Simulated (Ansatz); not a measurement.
# MoS2 (P6_3/mmc) in Ansatz: further runs

Runs on MoS2. Level: PBEsol. Tasks: band structure.

All numbers are computed with Ansatz 0.2.0; they aren't measurements. Logs are shortened: lines on timing, memory, paths and dates and some standing lists are left out, and cuts for length are marked.

**What was measured.**

From “Multiwavelength excitation Raman Scattering Analysis of bulk and 2 dimensional MoS2: Vibrational properties of atomically thin MoS2 layers”, 2015, arxiv:1506.03228, for a bulk crystal of MoS2 at 300 K: band gap 1.3 eV (indirect).

How close the calculation comes is told below.

## Step 1: The crystal as given

The structure is hexagonal, space group P6_3/mmc (No. 194). The conventional cell has a = 3.169 Å, b = 3.169 Å, c = 12.324 Å, α = 90.00°, β = 90.00°, γ = 120.00°. Around Mo (site symmetry -6m2) lie 6 S at 2.41 Å. S (site symmetry 3m) has 3 Mo at 2.41 Å as nearest neighbours.

## Step 2: Band structure, PBEsol, 17.86 Å³/atom

The input, input.yaml:

```yaml
crystal:
  lattice:
    - [3.169, -0.06338, 0.0]
    - [-1.6393886901, 2.7761245046, 0.0]
    - [0.0, 0.0, 12.324]
  atoms:
    - { symbol: Mo, position: [0.6666666667, 0.3333333333, 0.75] }
    - { symbol: Mo, position: [0.3333333333, 0.6666666667, 0.25] }
    - { symbol: S, position: [0.6666666667, 0.3333333333, 0.377] }
    - { symbol: S, position: [0.3333333333, 0.6666666667, 0.877] }
    - { symbol: S, position: [0.6666666667, 0.3333333333, 0.123] }
    - { symbol: S, position: [0.3333333333, 0.6666666667, 0.623] }
hamiltonian:
  xc: pbesol
  pseudopotentials: { kind: paw }
kpoints:
  mp_grid: { grid: [8, 8, 2] }
  band_path:
    path:
      - [[0.0, 0.0, 0.0], [-0.5, 0.5, 0.0], [-0.6661329064, 0.3215055822, 0.0], [-0.5, 0.0, 0.0], [-0.5, 0.0, -0.5], [-0.3338670936, -0.3215055822, -0.5], [0.0, -0.5, -0.5], [0.0, -0.5, 0.0], [-0.3338670936, -0.3215055822, 0.0]]
      - [[-0.6661329064, 0.3215055822, -0.5], [-0.5, 0.5, -0.5], [0.0, 0.0, -0.5]]
      - [[-0.5, 0.5, 0.0], [-0.5, 0.5, -0.5]]
    npoints: 14
scf:
  occupations: { method: fermi_dirac, width: 0.05 }
  n_extra_bands: 15
output:
  forces: true
  stress: true
  eigenvalues: true
  fatbands: true
```

Potentials or basis: Ansatz PAW.

Launch:

```sh
$ ansatz run input.yaml --threads 2 --pin off --max-ram 5632MiB --backend cpu --events-out ev --progress --plain --runs-dir out
```

What it wrote:

```text
Warning: RAYON_NUM_THREADS=2 ignored (pool sized by the plan → 2); use --threads N
scf.n_extra_bands = 15 over 26 filled bands (N_el = 52.0): the run solves 41 bands
Engine: ansatz 0.2.0, x86_64-unknown-linux-gnu
Pseudopotentials: kind: paw
Pseudopotential: Mo, paw, valence charge 14, recommended cutoff 420 eV (normal), Mo.paw.azcp
Pseudopotential: S, paw, valence charge 6, recommended cutoff 420 eV (normal), S.paw.azcp
Functional definition: PBEsol
  exchange = pbesol_x
  correlation = pbesol_c
Crystal: 6 atoms, lattice volume = 107.140 Å³
Basis set: ecut = 420 eV, 2111 PW (Γ), exchange–correlation on 48×48×180 points (8 copies of the dense FFT grid, shifted against one another)
Bands: 41, of which v1, the nominal top of the filled ones, is band 26 counted from 1 (25 counted from 0)
Symmetry: 4 space group operations
Space group: P21/m (ITA 11), of the structure as read, at distance tolerance 4.7e-5 Å
k-points: 68 of 128
Non-local potential: Mo, projectors of the file, l = 0: 3, l = 1: 2, l = 2: 2, l = 3: 1
Non-local potential: S, projectors of the file, l = 0: 2, l = 1: 2, l = 2: 2
PAW form: soft (Blöchl's): semilocal exchange-correlation on the pseudo side does not see the compensation charge
PAW frozen core: Mo, regenerated for the run's functional, and the local potential with it (the file was generated under x = pbe(κ = 0.804, μ = 0.2195149727645171), c = pbe(β = 0.06672455060314922))
PAW frozen core: S, regenerated for the run's functional, and the local potential with it (the file was generated under x = pbe(κ = 0.804, μ = 0.2195149727645171), c = pbe(β = 0.06672455060314922))
PAW one-centre angular grid: Mo, 590 points (default); XC on 64 Gauss nodes
PAW one-centre angular grid: S, 110 points (default); XC on 64 Gauss nodes
Initial density: superposition of atomic densities (neutral atoms: chi_scale 0, normalization atom), corrected by the library's trained network
Initial wavefunctions: pseudopotential atomic-orbital guess
Functional: x = pbesol(κ = 0.804, μ = 0.12345679012345678), c = pbesol(β = 0.046)
SCF iter   1: F=—  HF=-13340.263217 eV  |F-HF|=—  |Δ(HF+E_count)|=         —  Δρ=6.60e-3  dr2=3.02e-2  ethr=1.77e-3  ⟨swp⟩=6.2  Hψ=12803  notcnv=0  defer=100
preconditioner: auto → Resta (q_TF=auto, 2.419 Å⁻¹)  ε∞=5.0  [insulator: Δε(μ)=0.918 eV  Ē_g=10.720 eV  σ=0.050 eV  W_gap=1.00  n_scr=26 (ndim 8)  ℏωp=21.5 eV  f_vac=0.016  D(μ)=0.00/eV (n_scr^D=0)  ε∞_Penn≈5.0]
SCF iter   2: F=—  HF=-13340.265481 eV  |F-HF|=—  |Δ(HF+E_count)|=   2.26e-3  Δρ=3.58e-3  dr2=7.07e-3  ethr=5.81e-5  ⟨swp⟩=2.3  Hψ=4469  notcnv=0  defer=262
SCF iter   3: F=—  HF=-13340.266905 eV  |F-HF|=—  |Δ(HF+E_count)|=   1.42e-3  Δρ=1.73e-3  dr2=2.10e-3  ethr=1.36e-5  ⟨swp⟩=2.9  Hψ=3848  notcnv=0  defer=262
SCF iter   4: F=—  HF=-13340.267316 eV  |F-HF|=—  |Δ(HF+E_count)|=   4.11e-4  Δρ=1.96e-4  dr2=1.02e-4  ethr=4.04e-6  ⟨swp⟩=2.4  Hψ=3439  notcnv=0  defer=262
SCF iter   5: F=—  HF=-13340.267331 eV  |F-HF|=—  |Δ(HF+E_count)|=   1.48e-5  Δρ=6.18e-5  dr2=4.19e-6  ethr=1.96e-7  ⟨swp⟩=2.0  Hψ=3215  notcnv=0  defer=262
SCF iter   6: F=—  HF=-13340.267362 eV  |F-HF|=—  |Δ(HF+E_count)|=   3.13e-5  Δρ=2.09e-5  dr2=4.99e-7  ethr=8.07e-9  ⟨swp⟩=2.0  Hψ=3313  notcnv=0  defer=262
SCF iter   7: F=-13340.267363 eV  HF=-13340.267363 eV  |F-HF|=3.37e-9  |Δ(HF+E_count)|=   7.20e-7  Δρ=3.74e-6  dr2=3.18e-8  ethr=1.92e-10  ⟨swp⟩=11.3  Hψ=14086  notcnv=0
SCF 1 converged in 7 iterations: F = -13340.267363 eV  dr2 = 3.18e-8
NSCF: frozen V_eff on 157 k-points
SCF converged after 7 iterations
Free energy (F): -13340.267363 eV
Harris-Foulkes:  -13340.267363 eV  (|F-HF|=3.37e-9)
Internal energy: -13340.267358 eV  (E = F + TS)
E sigma→0 (E₀):  -13340.267361 eV
Entropy (-TS):   -0.000004 eV (-0.001 meV/atom)
Fermi energy:    11.220834 eV
--- Per-component energies (eV) ---
  E_band       = -315.674817
  E_kinetic    = 1310.041460
  E_local      = -3926.085685  (includes V_loc(G=0)·N_el)
  E_nonlocal   = 402.709959
  E_hartree    = 1507.438728
  E_xc         = -750.467094
  E_vxc        = -808.001690  (∫ρ·V_xc dr)
  E_paw        = -8623.617304  (= ΣΔE_a)
  E_vpaw       = -309.224674  (= ΣTr[D̂ρ^β])
  E_aug_tail   = 0.000077  (compensation charges beyond the density's cutoff)
  E_ewald      = -3260.953895
  E_core_change = 0.666396  (= ΣΔE_core)
  E_smearing   = -0.000004  (= −TS)
  E_closure    = 0.000000  (closes the sum)
  Σ components = -13340.267363   (vs F -13340.267363, Δ=0.00e0)
--- Forces (eV/Å), atoms counted from 1 ---
  atom   1  Mo    -0.23741078    -0.02248858    -0.00000000
  atom   2  Mo     0.23741078     0.02248858     0.00000000
  atom   3  S     -0.12132091    -0.01136587    -0.31069796
  atom   4  S      0.12132091     0.01136587    -0.31069796
  atom   5  S     -0.12132091    -0.01136587     0.31069796
  atom   6  S      0.12132091     0.01136587     0.31069796
  max |Σ_I F_I| component: 5.55e-17 eV/Å
--- Stress (GPa, compression-positive) ---
       -3.072599       3.515203       0.000000
        3.515203      -2.931254      -0.000000
        0.000000      -0.000000      -2.333374
  P = ⅓ Tr σ = -2.7791 GPa (-27.791 kbar)
--- Band table (eV; the first three rows and the last of 68) ---
  k-point 0: bands = ["-50.6029", "-50.6029", "-24.7877", "-24.7876", "-24.5820", "-24.5820", "-24.5208", "-24.5208", "-4.1396", "-3.8656", "-2.9166", "-2.4644", "3.9072", "4.9604", "7.2757", "7.3113", "7.3238", "7.7718", "7.7860", "8.5711", "8.6096", "8.7229", "8.7587", "9.6278", "9.6551", "10.8098", "12.7450", "12.7667", "12.9409", "13.0908", "13.1233", "13.1255", "13.2523", "13.4248", "16.2398", "16.3791", "18.7739", "19.2744", "19.3106", "20.2718", "20.7071"]
  k-point 1: bands = ["-50.6029", "-50.6029", "-24.7876", "-24.7876", "-24.5820", "-24.5820", "-24.5208", "-24.5208", "-4.0233", "-4.0233", "-2.6726", "-2.6726", "4.3503", "4.3503", "7.3173", "7.3173", "7.7782", "7.7782", "8.2048", "8.2048", "8.6030", "8.6030", "8.7492", "8.7492", "10.5437", "10.5437", "12.7486", "12.7486", "13.0401", "13.0401", "13.0979", "13.0979", "13.3473", "13.3473", "16.3170", "16.3170", "19.0269", "19.0269", "19.8782", "19.8782", "20.4769"]
  k-point 2: bands = ["-50.5970", "-50.5970", "-24.7759", "-24.7758", "-24.6199", "-24.6199", "-24.5563", "-24.5563", "-3.9037", "-3.6337", "-2.8031", "-2.3806", "4.1706", "5.2118", "6.8740", "7.0048", "7.0380", "7.8122", "7.8355", "7.9083", "8.2833", "8.3373", "8.7963", "9.6416", "9.7941", "10.3610", "12.5682", "12.6832", "12.7754", "12.8252", "12.9624", "13.0774", "13.2695", "13.3645", "17.2352", "17.3802", "19.2522", "19.5668", "20.1561", "20.1638", "20.5896"]
  k-point 67: bands = ["-50.5668", "-50.5668", "-24.9490", "-24.9490", "-24.7140", "-24.7140", "-24.6010", "-24.6010", "-2.1676", "-2.1676", "-1.9642", "-1.9642", "4.2266", "4.2266", "5.1741", "5.1741", "6.0617", "6.0617", "7.1991", "7.1991", "8.1447", "8.1447", "9.3614", "9.3614", "9.4186", "9.4186", "12.4234", "12.4234", "12.9259", "12.9259", "14.0080", "14.0080", "14.5731", "14.5731", "16.2414", "16.2414", "17.9196", "17.9196", "18.5256", "18.5256", "19.6343"]
```

Run time: 40 s. Hardware: 2 threads of Intel Xeon at 2.50GHz (Skylake/Cascade Lake), shared host; peak memory 0.6 GiB.

Results:

| Item | Value |
| --- | --- |
| Free energy | -13340.2674 eV |
| Pressure | -2.8 GPa |
| Largest force | 0.334 eV/Å |
| Band gap on the k mesh | 0.93 eV, indirect (least direct gap 1.89 eV) |
| Band gap along the path | 1.04 eV, indirect (least direct gap 1.65 eV) |

Caveat: this functional lacks dispersion, which binds the layers, so the pressure and a relaxed spacing across them are unreliable; the PAW data sets come from PBE, with cores solved anew for the run's functional, which leaves a small shift of forces and pressure.

## Step 3: Band structure, PBEsol, 17.86 Å³/atom

The input, input.yaml:

```yaml
crystal:
  lattice:
    - [3.169, -0.03169, 0.0]
    - [-1.611944345, 2.7602795046, 0.0]
    - [0.0, 0.0, 12.324]
  atoms:
    - { symbol: Mo, position: [0.6666666667, 0.3333333333, 0.75] }
    - { symbol: Mo, position: [0.3333333333, 0.6666666667, 0.25] }
    - { symbol: S, position: [0.6666666667, 0.3333333333, 0.377] }
    - { symbol: S, position: [0.3333333333, 0.6666666667, 0.877] }
    - { symbol: S, position: [0.6666666667, 0.3333333333, 0.123] }
    - { symbol: S, position: [0.3333333333, 0.6666666667, 0.623] }
hamiltonian:
  xc: pbesol
  pseudopotentials: { kind: paw }
kpoints:
  mp_grid: { grid: [8, 8, 2] }
  band_path:
    path:
      - [[0.0, 0.0, 0.0], [-0.5, 0.5, 0.0], [-0.6665333067, 0.3274914183, 0.0], [-0.5, 0.0, 0.0], [-0.5, 0.0, -0.5], [-0.3334666933, -0.3274914183, -0.5], [0.0, -0.5, -0.5], [0.0, -0.5, 0.0], [-0.3334666933, -0.3274914183, 0.0]]
      - [[-0.6665333067, 0.3274914183, -0.5], [-0.5, 0.5, -0.5], [0.0, 0.0, -0.5]]
      - [[-0.5, 0.5, 0.0], [-0.5, 0.5, -0.5]]
    npoints: 14
scf:
  occupations: { method: fermi_dirac, width: 0.05 }
  n_extra_bands: 15
output:
  forces: true
  stress: true
  eigenvalues: true
  fatbands: false
```

Potentials or basis: Ansatz PAW.

Launch:

```sh
$ ansatz run input.yaml --threads 2 --pin off --max-ram 5632MiB --backend cpu --events-out ev --progress --plain --runs-dir out
```

It took 31 s on 2 threads of Intel Xeon at 2.50GHz (Skylake/Cascade Lake), shared host; peak memory 0.59 GiB.

Results (log left out):

* Free energy: -13340.3020 eV
* Pressure: -2.9 GPa
* Largest force: 0.318 eV/Å
* Band gap on the k mesh: 0.93 eV, indirect (least direct gap 1.91 eV)
* Band gap along the path: 1.04 eV, indirect (least direct gap 1.66 eV)

Caveat: this functional lacks dispersion, which binds the layers, so the pressure and a relaxed spacing across them are unreliable; the PAW data sets come from PBE, with cores solved anew for the run's functional, which leaves a small shift of forces and pressure.

## Step 4: Band structure, PBEsol

The input, input.yaml:

```yaml
crystal:
  lattice:
    - [3.169, 0.0, 0.0]
    - [-1.5845, 2.7444345046, 0.0]
    - [0.0, 0.0, 12.324]
  atoms:
    - { symbol: Mo, position: [0.6666666667, 0.3333333333, 0.75] }
    - { symbol: Mo, position: [0.3333333333, 0.6666666667, 0.25] }
    - { symbol: S, position: [0.6666666667, 0.3333333333, 0.377] }
    - { symbol: S, position: [0.3333333333, 0.6666666667, 0.877] }
    - { symbol: S, position: [0.6666666667, 0.3333333333, 0.123] }
    - { symbol: S, position: [0.3333333333, 0.6666666667, 0.623] }
hamiltonian:
  xc: pbesol
  pseudopotentials: { kind: paw }
kpoints:
  mp_grid: { grid: [10, 10, 3] }
  band_path:
    path:
      - [[0.0, 0.0, 0.0], [0.5, 0.0, 0.0], [0.3333333333, 0.3333333333, 0.0], [0.0, 0.0, 0.0], [0.0, 0.0, 0.5], [0.5, 0.0, 0.5], [0.3333333333, 0.3333333333, 0.5], [0.0, 0.0, 0.5]]
      - [[0.5, 0.0, 0.5], [0.5, 0.0, 0.0]]
      - [[0.3333333333, 0.3333333333, 0.0], [0.3333333333, 0.3333333333, 0.5]]
    npoints: 14
scf:
  occupations: { method: fermi_dirac, width: 0.05 }
  n_extra_bands: 15
output:
  forces: true
  stress: true
  eigenvalues: true
  fatbands: true
```

Potentials or basis: Ansatz PAW.

Launch:

```sh
$ ansatz run input.yaml --threads 2 --pin off --max-ram 5632MiB --backend cpu --events-out ev --progress --plain --runs-dir out
```

What it wrote:

```text
Warning: RAYON_NUM_THREADS=2 ignored (pool sized by the plan → 2); use --threads N
scf.n_extra_bands = 15 over 26 filled bands (N_el = 52.0): the run solves 41 bands
Engine: ansatz 0.2.0, x86_64-unknown-linux-gnu
Pseudopotentials: kind: paw
Pseudopotential: Mo, paw, valence charge 14, recommended cutoff 420 eV (normal), Mo.paw.azcp
Pseudopotential: S, paw, valence charge 6, recommended cutoff 420 eV (normal), S.paw.azcp
Functional definition: PBEsol
  exchange = pbesol_x
  correlation = pbesol_c
Crystal: 6 atoms, lattice volume = 107.183 Å³
Basis set: ecut = 420 eV, 2081 PW (Γ), exchange–correlation on 48×48×180 points (8 copies of the dense FFT grid, shifted against one another)
[... 40 lines left out ...]
  E_paw        = -8623.592279  (= ΣΔE_a)
  E_vpaw       = -309.192057  (= ΣTr[D̂ρ^β])
  E_aug_tail   = 0.000074  (compensation charges beyond the density's cutoff)
  E_ewald      = -3261.216446
  E_core_change = 0.666396  (= ΣΔE_core)
  E_smearing   = -0.000003  (= −TS)
  E_closure    = -0.000000  (closes the sum)
  Σ components = -13340.314235   (vs F -13340.314235, Δ=0.00e0)
--- Forces (eV/Å), atoms counted from 1 ---
  atom   1  Mo    -0.00000000     0.00000000     0.00000000
  atom   2  Mo    -0.00000000    -0.00000000     0.00000000
  atom   3  S     -0.00000000    -0.00000000    -0.31294871
  atom   4  S     -0.00000000     0.00000000    -0.31294871
  atom   5  S     -0.00000000    -0.00000000     0.31294871
  atom   6  S      0.00000000     0.00000000     0.31294871
  max |Σ_I F_I| component: 1.11e-16 eV/Å
--- Stress (GPa, compression-positive) ---
       -3.271494       0.000000       0.000000
        0.000000      -3.271494      -0.000000
        0.000000      -0.000000      -2.356018
  P = ⅓ Tr σ = -2.9663 GPa (-29.663 kbar)
--- Band table (eV; the first three rows and the last of 28) ---
  k-point 0: bands = ["-50.6142", "-50.6142", "-24.7960", "-24.7958", "-24.5645", "-24.5645", "-24.5645", "-24.5645", "-4.1426", "-3.8688", "-2.9174", "-2.4651", "3.9023", "4.9561", "7.2816", "7.5278", "7.5278", "7.5408", "7.5408", "8.6324", "8.6324", "8.6791", "8.6791", "9.6288", "9.6422", "10.8153", "12.9068", "12.9068", "12.9344", "12.9344", "13.0871", "13.0871", "13.2625", "13.2625", "16.2374", "16.3757", "18.7570", "19.2701", "19.2960", "20.6133", "20.6133"]
  k-point 1: bands = ["-50.6142", "-50.6142", "-24.7959", "-24.7959", "-24.5645", "-24.5645", "-24.5645", "-24.5645", "-4.0879", "-3.9552", "-2.7886", "-2.5667", "4.1121", "4.6167", "7.5309", "7.5309", "7.5374", "7.5374", "7.7677", "8.6441", "8.6441", "8.6674", "8.6674", "8.7125", "10.3197", "10.6996", "12.9084", "12.9084", "12.9198", "12.9198", "13.1383", "13.1383", "13.2236", "13.2236", "16.2777", "16.3463", "18.8810", "19.1486", "19.5519", "20.2836", "20.7077"]
  k-point 2: bands = ["-50.6104", "-50.6104", "-24.7884", "-24.7883", "-24.6031", "-24.6031", "-24.5733", "-24.5733", "-3.9906", "-3.7192", "-2.8448", "-2.4116", "4.0748", "5.1230", "6.9994", "7.1923", "7.2185", "7.6803", "7.7013", "8.1099", "8.3952", "8.4487", "8.7746", "9.6423", "9.8013", "10.5190", "12.7359", "12.7781", "12.8119", "12.9053", "12.9639", "13.1107", "13.1360", "13.2133", "16.9276", "17.0533", "19.2536", "19.3506", "19.9328", "20.3338", "20.6968"]
  k-point 27: bands = ["-50.5699", "-50.5699", "-24.8765", "-24.8765", "-24.7900", "-24.7900", "-24.7078", "-24.7078", "-1.8535", "-1.8310", "-1.7628", "-1.7408", "4.6836", "4.7617", "5.1617", "5.2408", "6.2003", "6.2539", "6.4480", "6.5376", "7.1527", "7.3208", "7.9986", "8.1926", "9.9462", "10.0277", "11.9640", "12.0012", "12.8601", "13.2976", "13.5549", "13.6036", "14.8322", "15.0234", "17.0455", "17.5018", "18.0715", "18.3524", "19.4807", "19.6134", "21.1490"]
```

It took 27 s on 2 threads of Intel Xeon at 2.50GHz (Skylake/Cascade Lake), shared host; peak memory 0.55 GiB.

What came out:

* Free energy: -13340.3142 eV
* Pressure: -3.0 GPa
* Largest force: 0.313 eV/Å
* Band gap on the k mesh: 0.88 eV, indirect (least direct gap 1.87 eV)
* Band gap along the path: 0.84 eV, indirect (least direct gap 1.65 eV)

Forces in eV/Å, atoms in the order of the input:
```
Mo   0.000  0.000  0.000
Mo   0.000  0.000  0.000
S    0.000  0.000 -0.313
S    0.000  0.000 -0.313
S    0.000  0.000  0.313
S    0.000  0.000  0.313
```

Levels at the corners of the path, in eV from the valence-band top:
```tsv
point	band 24	band 25	band 26	band 27	band 28	band 29
Γ	-1.19	-1.17	0.00	2.09	2.09	2.12
M	-1.52	-1.43	-1.30	1.59	1.64	1.98
K	-2.69	-0.79	-0.62	1.03	1.03	1.77
Γ	-1.19	-1.17	0.00	2.09	2.09	2.12
A	-2.16	-0.27	-0.27	2.10	2.10	2.10
L	-1.63	-1.36	-1.36	1.61	1.61	2.13
H	-2.87	-0.72	-0.72	1.03	1.03	2.25
A	-2.16	-0.27	-0.27	2.10	2.10	2.10
L	-1.63	-1.36	-1.36	1.61	1.61	2.13
M	-1.52	-1.43	-1.30	1.59	1.64	1.98
K	-2.69	-0.79	-0.62	1.03	1.03	1.77
H	-2.87	-0.72	-0.72	1.03	1.03	2.25
```

Caveat: this functional lacks dispersion, which binds the layers, so the pressure and a relaxed spacing across them are unreliable; the PAW data sets come from PBE, with cores solved anew for the run's functional, which leaves a small shift of forces and pressure.

## Step 5: How close it comes

Step 4. Measured gap of MoS2: 1.3 eV (indirect; 300 K; “Multiwavelength excitation Raman Scattering Analysis of bulk and 2 dimensional MoS2: Vibrational properties of atomically thin MoS2 layers”, 2015, arxiv:1506.03228). This calculation gives 0.84 eV (-0.46 eV). Spin-orbit coupling on Mo is left out. The value is that of PBEsol, without temperature or zero-point motion. Semilocal functionals fall short of measured gaps as a rule.
